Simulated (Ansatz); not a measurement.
CdS under changes of volume

One of the cells (45.635 Å³/atom); the others are scaled copies at fixed shape and fractional positions:

```
Cd S
1.0
     4.26117    0.00000    0.00000
    -2.13058    3.69028    0.00000
     0.00000    0.00000    5.80417
Cd S
1 1
Direct
  0.00000 0.00000 0.44269
  0.66667 0.33333 0.43431
```

Measurements of this composition are mostly on another form, of space group No. 186.

| Item | Value |
| --- | --- |
| Program | Ansatz 0.2.0 |
| Functional | LDA |
| Potentials or basis | all-electron LAPW, scalar-relativistic |
| Cutoff | 262 eV (chosen from the basis error) |
| Basis error allowed | 0.001 eV/atom |
| k mesh | 7 × 7 × 5 |
| Occupations | fermi-dirac, width 0.05 eV |
| Spin | no spin polarisation |

```tsv
volume (Å³/atom)	energy over the lowest point (meV/atom)	pressure (GPa)	gap on the mesh (eV)	largest force (eV/Å)
42.897	0.00	-0.8	1.36	0.012
43.810	6.52	-1.4	1.33	0.017
44.722	?	?	?	?
45.635	29.17	-2.5	1.26	0.026
46.548	44.57	-2.9	1.21	0.030
47.460	62.28	-3.3	1.13	0.034
48.373	82.02	-3.6	1.06	0.037
```

What does the run at 44.722 Å³/atom give?

Energy over the lowest point 16.37 meV/atom; pressure -2.0 GPa; gap on the mesh 1.29 eV; largest force 0.022 eV/Å.

Worked out: A Birch-Murnaghan fit of order 3 (a polynomial in V^(-2/3)) to the other rows has its minimum at 41.83 Å³/atom, just outside them, with B0 = V·E''(V) = 35 GPa and B' = 4.6 at fixed shape and positions, which overstates the stiffness. It gives 16.36 meV/atom at 44.722 Å³/atom, against the run's 16.37, and -dE/dV = -2.0 GPa, against -2.0. A parabola through the other rows of the gap, of slope -1.9 eV per unit of ln V there, gives 1.30 eV, against the run's 1.29.

Energies are extrapolated to zero smearing.

Caveats: an odd mesh through Γ misses points on the zone boundary, where band edges often lie. Spin-orbit coupling on Cd is left out.
